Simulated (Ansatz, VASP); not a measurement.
## One calculation of SiGe, two programs

```
Si Ge
1.0
     3.90445    0.00000    0.00000
    -1.95223    3.38135    0.00000
     0.00000    0.00000    6.45078
Si Ge
2 2
Cartesian
  1.9522 1.1271 5.6419
  0.0000 2.2542 2.4165
  1.9522 1.1271 3.2279
  0.0000 2.2542 0.0025
```

The cell comes from a database or a generator and needn't be the stable form of this composition.

Alike in both runs: task single point; functional LDA; k mesh 12 × 12 × 6; occupations gaussian, width 0.03 eV; no spin polarisation.

|  | VASP | Ansatz |
| --- | --- | --- |
| version | VASP 6.6.1 | Ansatz 0.2.0 |
| potentials or method | VASP PAW LDA potentials, release 64 (Si, Ge_d) | scalar-relativistic, plane waves, PAW |
| plane-wave cutoff (eV) | 520 | 420 |
| valence electrons in the cell | 36 | 36 |

|  | VASP | Ansatz | Ansatz less VASP |
| --- | --- | --- | --- |
| gap on the k mesh at the Fermi level (eV) | 0.36 | 0.35 | -0.012 |
| least direct gap on the mesh (eV) | 0.37 | 0.35 | -0.015 |
| pressure (GPa) | -1.9 | -2.1 | -0.20 |

A k mesh can miss the band edges.
